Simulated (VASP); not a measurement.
Runs of VASP 6.6.1 on GaP. The structure is cubic, space group F-43m (No. 216). The conventional cell has a = 5.451 Å, b = 5.451 Å, c = 5.451 Å, α = 90.00°, β = 90.00°, γ = 90.00°. Ga (site symmetry -43m) has 4 P at 2.36 Å as nearest neighbours. Around P (site symmetry -43m) lie 4 Ga at 2.36 Å. 

```csv
task,cell,gap on the mesh (eV),pressure (GPa)
relaxation of cell and atoms,relaxed,1.43,-0.1
relaxation of the atoms,atoms relaxed from: a relaxed cell with its volume scaled by 0.96,(a),4.0
relaxation of the atoms,atoms relaxed,1.43,0.0
relaxation of the atoms,atoms relaxed from: a relaxed cell with its volume scaled by 1.04,1.49,-3.2
```

Alike in all rows: level LDA; potentials or basis VASP PAW LDA potentials, release 64 (Ga_d, P); no spin polarisation; k mesh 8 × 8 × 8; cutoff (eV) 600; smearing gaussian 0.03 eV.

Question: Fill in the values left out.

Answer: (a) 1.34.

Caveats: the relaxation stopped at its first step, so nothing moved (some runs).

A k mesh can miss the band edges, and the runs leave out spin-orbit coupling on Ga.
